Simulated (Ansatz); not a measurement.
Runs of Ansatz 0.2.0 on Cu. The structure is cubic, space group Fm-3m (No. 225). Conventional cell: a = 3.615 Å, b = 3.615 Å, c = 3.615 Å, α = 90.00°, β = 90.00°, γ = 90.00°. Cu (site symmetry m-3m) has 12 Cu at 2.56 Å as nearest neighbours. 

```csv
task,level,potentials or basis,cell,cutoff (eV),smearing,gap on the mesh (eV),pressure (GPa),V0 of scaled cells (Å³/atom),relaxed volume (Å³/atom),B0 (GPa)
single point,PBE,Ansatz PAW,cell strained at random at fixed volume,420,fermi-dirac 0.05 eV,none,1.7,-,-,-
projected density of states,rPW86-PBE+rVV10,Ansatz NC,volume scaled by 1.25,1252,tetrahedron,none,-,-,-,-
relaxation of cell and atoms,revPBE+D3(BJ),Ansatz PAW,relaxed,420,fermi-dirac 0.05 eV,none,0.0,-,10.99,-
density of states,r2SCAN+rVV10,Ansatz PAW,as given,500,cold 0.15 eV,none,-7.0,-,-,-
equation of state,PBE+D4,Ansatz PAW accurate,volume scaled by 0.92,1050,methfessel-paxton 0.05 eV,-,-,11.40,-,166
single point,PBE,Ansatz PAW,as given,420,fermi-dirac 0.05 eV,none,1.7,-,-,-
relaxation of cell and atoms,PBE,Ansatz PAW,relaxed,420,fermi-dirac 0.05 eV,-,0.0,-,11.95,-
relaxation of cell and atoms,BLYP+D4,Ansatz PAW,relaxed,420,fermi-dirac 0.05 eV,-,0.0,-,(a),-
atomic charges,PBE,SSSP precision PAW,as given,1225,cold 0.1 eV,none,1.7,-,-,-
single point,PBE,Ansatz PAW,as given,300,fermi-dirac 0.05 eV,none,3.9,-,-,-
equation of state,PBE,SSSP precision PAW,as given,1225,fermi-dirac 0.05 eV,-,-,(b),-,142
```

Alike in all rows: no spin polarisation; k mesh 13 × 13 × 13.

Question: Fill in the values left out.

Answer: (a) 11.43; (b) 11.95.

Caveats: pairwise dispersion overbinds metals, which lowers pressure and volume (some runs); the plane-wave basis is chosen anew once the cell has moved, so the energies of steps on either side of that aren't comparable (some runs); the PAW data sets come from PBE, with cores solved anew for the run's functional, which leaves a small shift of forces and pressure (some runs); the potentials were made for another functional, which shifts forces and pressure (some runs); the rVV10 pressure on norm-conserving files is uncertain (some runs); with tetrahedron occupations forces and stress needn't match the slope of the energy (some runs); the pressure holds a Pulay correction of +37.6 GPa for the finite cutoff (some runs).

A gap of «none» marks a metal or a gap under the smearing width.

The runs don't all hold the same shells in valence.
